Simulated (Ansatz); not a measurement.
Write the native input for Ansatz 0.2.0 that does the following.

```yaml
Task: single point
Functional: PBE
Potentials_or_basis: Ansatz PAW
Cutoff: "420 eV (not typed: the program's choice for these potentials)"
k_mesh: 10 × 10 × 10
Occupations: gaussian, width 0.014 eV
Spin: no spin polarisation
```

The system is ZrC.

```xyz
2
Lattice="0.0000 2.3650 2.3650 2.3650 0.0000 2.3650 2.3650 2.3650 0.0000" Properties=species:S:1:pos:R:3 pbc="T T T"
Zr    2.3650    2.3650    2.3650
C     0.0000    0.0000    0.0000
```

One way to write it, as run:

input.yaml

```yaml
crystal:
  lattice:
    - [0.0, 2.365, 2.365]
    - [2.365, 0.0, 2.365]
    - [2.365, 2.365, 0.0]
  atoms:
    - { symbol: Zr, position: [0.5, 0.5, 0.5] }
    - { symbol: C, position: [0.0, 0.0, 0.0] }
hamiltonian:
  xc: pbe
  pseudopotentials: { kind: paw }
kpoints:
  mp_grid: { grid: [10, 10, 10] }
scf:
  occupations: { method: gaussian, width: 0.014 }
output:
  forces: true
  stress: true
  eigenvalues: true
```

Potentials or basis: Ansatz PAW.

The run is started by

```sh
$ ansatz run input.yaml --threads 2 --pin off --max-ram 5632MiB --backend cpu --events-out ev --progress --plain --runs-dir out
```

Results of the run:

```yaml
Pressure: -3.0 GPa
```

Wall time 0.53 s on 2 threads of Arm Neoverse V2 (shared host), peak memory 0.28 GiB.
